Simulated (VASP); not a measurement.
# Band-edge properties of Tl2Te (Fm-3m), part 2 of 3

Aim: the gap of Tl2Te, the masses at its band edges and their response to strain. The cell is generated by rule, not measured, and may not be a known phase.

VASP 6.6.1, plane waves and PAW; the level of theory is named at each step.

So far. Step 3 (Bands on a dense mesh): At 23.5 GPa the cell is away from the equilibrium volume of this level: left free, it would expand.

The structure was built from a prototype and need not be the compound's stable phase.

## Step 4: Bands with spin-orbit coupling

This step: PBE, spin-orbit coupling; plane waves and PAW (Te, Tl_d); invented cell (VASP 6.6.1).

Spin-orbit coupling can split and shift the band edges, more so for heavy elements, so the bands are solved again with spinors.

Contents of INCAR:

```
SYSTEM = Tl2Te
PREC = Accurate
ENCUT = 400
EDIFF = 1E-06
NELM = 100
ISMEAR = 0
SIGMA = 0.02
LREAL = .FALSE.
ALGO = Normal
GGA = PE
LNONCOLLINEAR = .TRUE.
MAGMOM = 0 0 0 0 0 0 0 0 0
NBANDS = 44
GGA_COMPAT = .FALSE.
LASPH = .TRUE.
LSORBIT = .TRUE.
LORBIT = 11
LWAVE = .FALSE.
LCHARG = .FALSE.
KPAR = 4
ISIF = 2
```

Contents of POSCAR:

```
Tl2Te
1.0
    0.0000000000      3.4015200000      3.4015200000
    3.4015200000      0.0000000000      3.4015200000
    3.4015200000      3.4015200000      0.0000000000
Te Tl
1 2
Direct
    0.0000000000      0.0000000000      0.0000000000
    0.2500000000      0.2500000000      0.2500000000
    0.7500000000      0.7500000000      0.7500000000
```

Contents of KPOINTS:

```
Automatic mesh
0
Gamma
8 8 8
0 0 0
```

Contents of KPOINTS_OPT:

```
Line mode
16
Line-mode
Reciprocal
  0.00000000   0.00000000   0.00000000 GAMMA
  0.50000000   0.00000000   0.50000000 X

  0.50000000   0.00000000   0.50000000 X
  0.50000000   0.25000000   0.75000000 W

  0.50000000   0.25000000   0.75000000 W
  0.37500000   0.37500000   0.75000000 K

  0.37500000   0.37500000   0.75000000 K
  0.00000000   0.00000000   0.00000000 GAMMA

  0.00000000   0.00000000   0.00000000 GAMMA
  0.50000000   0.50000000   0.50000000 L

  0.50000000   0.50000000   0.50000000 L
  0.62500000   0.25000000   0.62500000 U

  0.62500000   0.25000000   0.62500000 U
  0.50000000   0.25000000   0.75000000 W

  0.50000000   0.25000000   0.75000000 W
  0.50000000   0.50000000   0.50000000 L

  0.50000000   0.50000000   0.50000000 L
  0.37500000   0.37500000   0.75000000 K

  0.62500000   0.25000000   0.62500000 U
  0.50000000   0.00000000   0.50000000 X
```

PAW data sets: Te and Tl_d (PBE family, release 64).

Started as:

```sh
mpirun -np 4 vasp_ncl
```

The program printed:

```text
[... set-up lines as in an earlier step ...]
 entering main loop
       N       E                     dE             d eps       ncg     rms          rms(c)
DAV:   1     0.159393436869E+03    0.15939E+03   -0.13769E+04  2552   0.108E+03
DAV:   2    -0.114463241058E+01   -0.16054E+03   -0.15475E+03  2880   0.271E+02
DAV:   3    -0.693653576407E+01   -0.57919E+01   -0.56698E+01  2920   0.431E+01
DAV:   4    -0.702116344348E+01   -0.84628E-01   -0.84447E-01  3092   0.530E+00
DAV:   5    -0.702246904472E+01   -0.13056E-02   -0.13056E-02  2824   0.657E-01    0.154E+01
DAV:   6    -0.694374498248E+01    0.78724E-01   -0.10106E-01  2740   0.306E+00    0.981E+00
DAV:   7    -0.693533614990E+01    0.84088E-02   -0.87126E-02  2660   0.227E+00    0.281E+00
DAV:   8    -0.693400499007E+01    0.13312E-02   -0.98067E-03  2680   0.647E-01    0.849E-01
DAV:   9    -0.693291425930E+01    0.10907E-02   -0.37080E-03  2664   0.486E-01    0.398E-01
DAV:  10    -0.693310118331E+01   -0.18692E-03   -0.87125E-04  2784   0.138E-01    0.457E-02
DAV:  11    -0.693312587527E+01   -0.24692E-04   -0.27957E-05  2948   0.371E-02    0.347E-02
DAV:  12    -0.693315674967E+01   -0.30874E-04   -0.39758E-05  2720   0.357E-02    0.230E-02
DAV:  13    -0.693315764675E+01   -0.89708E-06   -0.78052E-06  2768   0.233E-02
   1 F= -.69331576E+01 E0= -.69331068E+01  d E =-.101655E-03  mag=     0.0000     0.0000     0.0000
 Start KPOINTS_OPT (optional k-point list driver)
k-point batch [1-29\160]
       N       E                     dE             ncg
DAV:   1     0.371744494033E+04   -0.12646E+05     2568
DAV:   2    -0.931577110636E+03   -0.46490E+04     2844
DAV:   3    -0.109865000019E+04   -0.16707E+03     2968
DAV:   4    -0.110101340306E+04   -0.23634E+01     3244
DAV:   5    -0.110105174786E+04   -0.38345E-01     2888
DAV:   6    -0.110105294225E+04   -0.11944E-02     3236
DAV:   7    -0.110105298167E+04   -0.39424E-04     2628
DAV:   8    -0.110105298318E+04   -0.15098E-05     2316
DAV:   9    -0.110105298327E+04   -0.87386E-07     1708
[...]
k-point batch [146-160\160]
       N       E                     dE             ncg
DAV:   1     0.124161877017E+05   -0.10508E+05     1336
DAV:   2     0.100167367465E+05   -0.23995E+04     1516
DAV:   3     0.993991042288E+04   -0.76826E+02     1584
DAV:   4     0.993891139296E+04   -0.99903E+00     1684
DAV:   5     0.993889338526E+04   -0.18008E-01     1476
DAV:   6     0.993889278037E+04   -0.60489E-03     1656
DAV:   7     0.993889276040E+04   -0.19965E-04     1296
DAV:   8     0.993889275959E+04   -0.81388E-06     1128
```

It took 1.9 min on 4 MPI ranks of Intel Xeon 6975P-C (Granite Rapids), shared host; peak memory 1.6 GiB; 6.6 min of CPU time.

Parts of OUTCAR (step 4):

```text
The static configuration has the point symmetry O_h .

 Found     29 irreducible k-points:

   k-points           NKPTS =     29   k-points in BZ     NKDIM =     29   number of bands    NBANDS=     44

   NELECT =      32.0000    total number of electrons

 E-fermi :   8.5407

 k-point     1 :       0.0000    0.0000    0.0000
  band No.  band energies     occupation
    ...
     30       6.2000      1.00000
     31       6.2000      1.00000
     32       6.2000      1.00000
     33       7.2269      1.00000
     34       7.2269      1.00000
     35       8.6235      0.00000
     36       8.6235      0.00000
     37       8.6235      0.00000
     38       8.6235      0.00000
     39      12.4837      0.00000
    ...

 k-point     2 :       0.1250    0.0000    0.0000
  band No.  band energies     occupation
    ...
     30       5.9819      1.00000
     31       6.3595      1.00000
     32       6.3595      1.00000
     33       7.9240      1.00000
     34       7.9240      1.00000
     35       8.9449      0.00000
     36       8.9449      0.00000
     37       9.5441      0.00000
     38       9.5441      0.00000
     39      12.2825      0.00000
    ...

  Total       11.2616600     11.2616600     11.2616600      0.0000000      0.0000000      0.0000000
  in kB      229.2260188    229.2260188    229.2260188      0.0000000      0.0000000      0.0000000
  external PRESSURE =     229.2260188 kB  Pullay stress =       0.0000000 kB

 POSITION                                       TOTAL-FORCE (eV/Angst)
 -----------------------------------------------------------------------------------
      0.00000      0.00000      0.00000         0.000000      0.000000      0.000000
      1.70076      1.70076      1.70076         0.000000      0.000000      0.000000
      5.10228      5.10228      5.10228        -0.000000     -0.000000     -0.000000
 -----------------------------------------------------------------------------------
    total drift:                               -0.000000     -0.000000     -0.000000

  FREE ENERGIE OF THE ION-ELECTRON SYSTEM (eV)
  ---------------------------------------------------
  free  energy   TOTEN  =        -6.9331576467 eV

  energy  without entropy=       -6.9330559918  energy(sigma->0) =       -6.93310682

 Spin-Orbit-Coupling matrix elements
 Ion:    1  E_soc:     -0.2353711
 Ion:    2  E_soc:     -0.6475670
 Ion:    3  E_soc:     -0.6475670

 total charge
# of ion       s       p       d       tot
------------------------------------------
    1        1.447   1.947   0.077   3.471
    2        1.233   0.502   9.654  11.389
    3        1.233   0.502   9.654  11.389
--------------------------------------------------
tot          3.914   2.951  19.385  26.249

 magnetization (x)
# of ion       s       p       d       tot
------------------------------------------
    1        0.000   0.000   0.000   0.000
    2        0.000   0.000   0.000   0.000
    3       -0.000   0.000   0.000   0.000
--------------------------------------------------
tot          0.000   0.000   0.000   0.000

 magnetization (y)
# of ion       s       p       d       tot
------------------------------------------
    1       -0.000   0.000   0.000  -0.000
    2        0.000   0.000   0.000   0.000
    3        0.000  -0.000   0.000  -0.000
--------------------------------------------------
tot          0.000  -0.000   0.000   0.000

 magnetization (z)
# of ion       s       p       d       tot
------------------------------------------
    1       -0.000   0.000   0.000  -0.000
    2       -0.000   0.000   0.000   0.000
    3        0.000   0.000   0.000   0.000
--------------------------------------------------
tot          0.000   0.000   0.000   0.000

[... 7 parts as in an earlier step ...]

[... 5 further parts left out ...]
```

LASPH is on here and off in the session's scalar semilocal runs, so a comparison with those holds both changes.

Numbers from this step:

| Quantity | Value |
| --- | --- |
| SCF cycles | 13 |
| bands | 44 |
| irreducible k-points | 29 |
| free energy (TOTEN) | -6.933 eV |
| energy at zero smearing | -6.933 eV |
| Fermi energy | 8.541 eV |
| pressure | 22.92 GPa |

The spin moment in the PAW sphere vanishes on all atoms.

On-site spin-orbit energy by atom:

```tsv
atom	on-site spin-orbit energy (eV)
Te1	-0.235
Tl2	-0.648
Tl3	-0.648
```

The electronic bands at the labelled points (eV, zero at the Fermi level; # counts the bands kept, so #1 is VASP's band 23):

```tsv
point	#9	#10	#11	#12	#13	#14	#15	#16
Γ	-2.34	-2.34	-1.31	-1.31	0.08	0.08	0.08	0.08
0.47 of the way	-1.17	-1.17	1.27	1.27	1.51	1.51	1.74	1.74
X	-1.25	-1.25	2.03	2.03	4.62	4.62	4.70	4.70
0.53 of the way	-0.53	-0.53	0.92	0.92	3.09	3.09	4.75	4.75
W	-0.98	-0.98	0.70	0.70	1.59	1.59	4.83	4.83
0.47 of the way	-0.17	-0.17	0.53	0.53	2.20	2.20	4.38	4.38
K	0.15	0.15	0.68	0.68	3.07	3.07	3.75	3.75
0.47 of the way	-1.81	-1.81	1.00	1.00	1.27	1.27	2.88	2.88
Γ	-2.34	-2.34	-1.31	-1.31	0.08	0.08	0.08	0.08
0.47 of the way	-1.31	-1.31	-0.01	-0.01	0.86	0.86	2.01	2.01
L	0.24	0.24	0.31	0.31	1.06	1.06	3.41	3.41
0.47 of the way	-0.76	-0.76	1.40	1.40	2.12	2.12	3.10	3.10
U	0.15	0.15	0.68	0.68	3.07	3.07	3.75	3.75
0.53 of the way	-0.17	-0.17	0.53	0.53	2.20	2.20	4.38	4.38
W	-0.98	-0.98	0.70	0.70	1.59	1.59	4.83	4.83
0.53 of the way	-1.01	-1.01	1.66	1.66	2.20	2.20	2.73	2.73
L	0.24	0.24	0.31	0.31	1.06	1.06	3.41	3.41
0.47 of the way	-0.76	-0.76	1.40	1.40	2.12	2.12	3.10	3.10
K	0.15	0.15	0.68	0.68	3.07	3.07	3.75	3.75
jump to U	0.15	0.15	0.68	0.68	3.07	3.07	3.75	3.75
0.47 of the way	-0.83	-0.83	1.48	1.48	4.00	4.00	4.34	4.34
X	-1.25	-1.25	2.03	2.03	4.62	4.62	4.70	4.70
```

Of the projections kept (Te, Tl), the largest for each band there; the rest of the weight can lie on other orbitals:

```tsv
point	#9	#10	#11	#12	#13	#14	#15	#16
Γ	Te 0.77	Te 0.77	Tl 0.91	Tl 0.91	Tl 0.87	Tl 0.87	Tl 0.87	Tl 0.87
X	Tl 0.71	Tl 0.71	Te 0.65	Te 0.65	Te 0.54	Te 0.54	Tl 0.80	Tl 0.80
W	Tl 0.62	Tl 0.62	Tl 0.70	Tl 0.70	Te 0.64	Te 0.64	Tl 0.58	Tl 0.58
K	Tl 0.60	Tl 0.60	Te 0.51	Te 0.51	Tl 0.51	Tl 0.51	Te 0.51	Te 0.51
Γ	Te 0.77	Te 0.77	Tl 0.91	Tl 0.91	Tl 0.87	Tl 0.87	Tl 0.87	Tl 0.87
L	Tl 0.89	Tl 0.89	Tl 0.75	Tl 0.75	Tl 0.85	Tl 0.85	Te 0.76	Te 0.76
```

## Step 5: Orbitals for bands with HSE06

This step: PBE; plane waves and PAW (Te, Tl_d); invented cell (VASP 6.6.1).

The hybrid starts from PBE orbitals, which saves many expensive cycles.

Contents of INCAR:

```
SYSTEM = Tl2Te
PREC = Accurate
ENCUT = 400
EDIFF = 1E-05
NELM = 100
ISMEAR = 0
SIGMA = 0.02
LREAL = .FALSE.
ALGO = Normal
GGA = PE
NBANDS = 22
LORBIT = 11
LWAVE = .TRUE.
LCHARG = .FALSE.
KPAR = 4
```

POSCAR is that of step 4.

Contents of KPOINTS:

```
Automatic mesh
0
Gamma
4 4 4
0 0 0
```

Started as:

```sh
mpirun -np 4 vasp_std
```

The program printed:

```text
[... set-up lines as in an earlier step ...]
 entering main loop
       N       E                     dE             d eps       ncg     rms          rms(c)
DAV:   1     0.144261912337E+03    0.14426E+03   -0.13957E+04   352   0.107E+03
DAV:   2    -0.181432358524E+01   -0.14608E+03   -0.13973E+03   394   0.254E+02
DAV:   3    -0.607051609943E+01   -0.42562E+01   -0.41395E+01   430   0.361E+01
DAV:   4    -0.612931185110E+01   -0.58796E-01   -0.58785E-01   392   0.439E+00
DAV:   5    -0.613018634434E+01   -0.87449E-03   -0.87447E-03   418   0.588E-01    0.148E+01
DAV:   6    -0.601394581524E+01    0.11624E+00   -0.14618E-01   370   0.327E+00    0.929E+00
DAV:   7    -0.600630280040E+01    0.76430E-02   -0.12578E-01   370   0.246E+00    0.708E-01
DAV:   8    -0.600142967087E+01    0.48731E-02   -0.28178E-02   366   0.132E+00    0.623E-01
DAV:   9    -0.600192612724E+01   -0.49646E-03   -0.24104E-03   390   0.273E-01    0.808E-02
DAV:  10    -0.600202994726E+01   -0.10382E-03   -0.13117E-04   414   0.732E-02    0.548E-02
DAV:  11    -0.600208572544E+01   -0.55778E-04   -0.86673E-05   382   0.590E-02    0.212E-02
DAV:  12    -0.600209112237E+01   -0.53969E-05   -0.28183E-05   318   0.417E-02
   1 F= -.60020911E+01 E0= -.60018102E+01  d E =-.561755E-03
 writing wavefunctions
```

Elapsed: 3.4 s, on 4 MPI ranks; peak memory 0.65 GiB.

From OUTCAR (step 5):

```text
   k-points           NKPTS =      8   k-points in BZ     NKDIM =      8   number of bands    NBANDS=     22

   NELECT =      32.0000    total number of electrons

 E-fermi :   8.9422

 k-point     1 :       0.0000    0.0000    0.0000
  band No.  band energies     occupation
    ...
     15       6.0457      2.00000
     16       6.0457      2.00000
     17       8.2213      2.00000
     18       8.2213      2.00000
     19       8.2213      2.00000
     20      13.2817      0.00000
     21      13.2817      0.00000
     22      13.2817      0.00000

  Total       12.4854360     12.4854360     12.4854360     -0.0000000      0.0000000     -0.0000000
  in kB      254.1354279    254.1354279    254.1354279     -0.0000000      0.0000000     -0.0000000
  external PRESSURE =     254.1354279 kB  Pullay stress =       0.0000000 kB

 POSITION                                       TOTAL-FORCE (eV/Angst)
 -----------------------------------------------------------------------------------
      0.00000      0.00000      0.00000         0.000000      0.000000      0.000000
      1.70076      1.70076      1.70076         0.000000      0.000000     -0.000000
      5.10228      5.10228      5.10228        -0.000000     -0.000000      0.000000
 -----------------------------------------------------------------------------------
    total drift:                               -0.000000     -0.000000      0.000000

  FREE ENERGIE OF THE ION-ELECTRON SYSTEM (eV)
  ---------------------------------------------------
  free  energy   TOTEN  =        -6.0020911224 eV

  energy  without entropy=       -6.0015293674  energy(sigma->0) =       -6.00181024

[... 6 parts as in an earlier step ...]

[... 10 further parts left out ...]
```

The k-mesh is coarse for a metal.

Numbers from this step:

```
SCF cycles              : 12
bands                   : 22
irreducible k-points    : 8
free energy (TOTEN)     : -6.002 eV
energy at zero smearing : -6.002 eV
Fermi energy            : 8.942 eV
pressure                : 25.41 GPa
```

The run ends at a pressure of 25.41 GPa.

(Part 2 of 3 ends here.)

[Lines on the potential files, build, host, timing and source positions are cut from VASP's logs without a mark.]

[Logs are printed without paths, hosts, clocks, repeated set-up lines and the standing remarks that a program may print on its own settings, such as how far it seeks lower states.]

[Hosts, paths, dates, database ids (printed as entryN), source tags and the programs' standing remarks are cut or masked in the printed files.]

[In band tables of VASP the shares of atoms and orbitals are scaled to a sum of 1 inside the atoms' spheres.]

[Gaps and slopes under strain along one axis are those of the sampled path and mesh points; where strain splits equal valleys, another of them can be the edge.]
